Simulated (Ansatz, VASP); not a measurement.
This is a calculation of Ni for VASP 6.6.1. 

INCAR

```
SYSTEM = Ni
PREC = Accurate
ENCUT = 600
EDIFF = 1E-7
ISMEAR = -1
SIGMA = 0.05
LREAL = .FALSE.
LASPH = .TRUE.
NELM = 150
ALGO = Normal
ISIF = 3
LWAVE = .FALSE.
LCHARG = .FALSE.
ISPIN = 2
MAGMOM = 1
LORBIT = 11
LMAXMIX = 4
GGA = PS
IVDW = 13
IBRION = 2
NSW = 60
EDIFFG = -0.01
```

File KPOINTS:

```
Automatic mesh
0
G
  13 13 13
  0 0 0
```

File POSCAR:

```
Ni
1.0
    0.0000000000      1.7375729330      1.7375729330
    1.7375729330      0.0000000000      1.7375729330
    1.7375729330      1.7375729330      0.0000000000
Ni
1
Direct
    0.0000000000      0.0000000000      0.0000000000
```

Potentials or basis: VASP PAW PBE potentials, release 64 (Ni).

Launch:

```bash
$ cat potpaw_PBE.64/Ni/POTCAR > POTCAR
$ mpirun -np 1 vasp_std > vasp.out
```

What does the same run look like in Ansatz 0.2.0? Potentials or basis there: all-electron LAPW, scalar-relativistic.

As run (cutoffs and basis follow the program's own potentials, and thresholds, step limits or extra output files can differ):

Contents of input.yaml:

```yaml
crystal:
  lattice:
    - [0.0, 1.737572933, 1.737572933]
    - [1.737572933, 0.0, 1.737572933]
    - [1.737572933, 1.737572933, 0.0]
  atoms:
    - { symbol: Ni, position: [0.0, 0.0, 0.0], spin: 1.0 }
kpoints:
  mp_grid: { grid: [13, 13, 13] }
scf:
  occupations: { method: fermi_dirac, width: 0.05 }
hamiltonian:
  xc: pbesol
  dispersion: d4
  pseudopotentials: { kind: all_electron, lapw: { basis_error: 0.001 } }
magnetization:
  spin_polarized: true
output:
  forces: true
  stress: true
relax:
  f_tol: 0.02
  max_steps: 60
  cell: {}
```

Potentials or basis: all-electron LAPW, scalar-relativistic.

Launch:

```console
$ ansatz run input.yaml --threads 2 --pin off --max-ram 6144MiB --backend cpu --events-out ev --progress --plain --runs-dir out
```

Both were run:

|  | VASP | Ansatz |
| --- | --- | --- |
| Relaxed volume | 10.21 Å³/atom | 10.21 Å³/atom |
| Relaxed cell | a = 2.435 Å, b = 2.435 Å, c = 2.435 Å, α = 60.00°, β = 60.00°, γ = 60.00° | a = 2.435 Å, b = 2.435 Å, c = 2.435 Å, α = 60.00°, β = 60.00°, γ = 60.00° |
| Space group after relaxing | Fm-3m (No. 225) | Fm-3m (No. 225) |
| Pressure after relaxing | 0.0 GPa | 0.0 GPa |
| Net moment | 0.62 μB per cell | 0.63 μB per cell |

VASP's potentials were made for PBE.

Where Ansatz's input types no cutoff or centring, it takes its own default and a Γ-centred mesh.

The magnetic state is the one that the start led to; the real crystal's order can differ.

Pressure is positive in compression.
